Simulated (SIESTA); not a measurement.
Crystal: Nb.

```
CELL_PARAMETERS angstrom
-1.66395 1.66395 1.66395
1.66395 -1.66395 1.66395
1.66395 1.66395 -1.66395
ATOMIC_POSITIONS crystal
Nb 0.00000 0.00000 0.00000
```

```yaml
Program: SIESTA 5.4.2
Task: relaxation of cell and atoms
Functional: vdW-DF-C09
Potentials_or_basis: PseudoDojo 0.4 standard (PBE files)
Basis: DZP (energy shift 0.003 Ry; two zetas on semicore shells)
Grid_cutoff: 800 Ry
Energy_shift: 0.003 Ry
k_mesh: 8 × 8 × 8
Occupations: fermi-dirac, width 0.05 eV
Spin: no spin polarisation
```

At the start: pressure -6.9 GPa; volume 18.43 Å³/atom.

Problem. Where does the relaxation end?

Solution. Over 3 steps the energy falls by 15.5 meV/atom and the volume is 17.73 Å³/atom (-3.8 %); space group Im-3m (No. 229, to 0.05 Å).

Step by step:
| step | energy change (eV) | largest force (eV/Å) | pressure (GPa) | volume (Å³) |
| --- | --- | --- | --- | --- |
| 1 | 0.0000 | 0.0000 | -6.85 | 18.43 |
| 2 | -0.0152 | 0.0000 | -0.92 | 17.82 |
| 3 | -0.0155 | 0.0000 | 0.03 | 17.73 |

Final structure:
```cif
data_structure
_symmetry_space_group_name_H-M 'P 1'
_symmetry_Int_Tables_number 1
_cell_length_a 2.8450
_cell_length_b 2.8450
_cell_length_c 2.8450
_cell_angle_alpha 109.471
_cell_angle_beta 109.471
_cell_angle_gamma 109.471
_cell_volume 17.73
loop_
_atom_site_label
_atom_site_type_symbol
_atom_site_fract_x
_atom_site_fract_y
_atom_site_fract_z
_atom_site_occupancy
Nb1 Nb 0.00000 0.00000 0.00000 1
```

Caveat: the potentials were made for another functional, which shifts forces and pressure; the basis of atomic orbitals isn't converged, which shifts pressures, moduli and gaps.
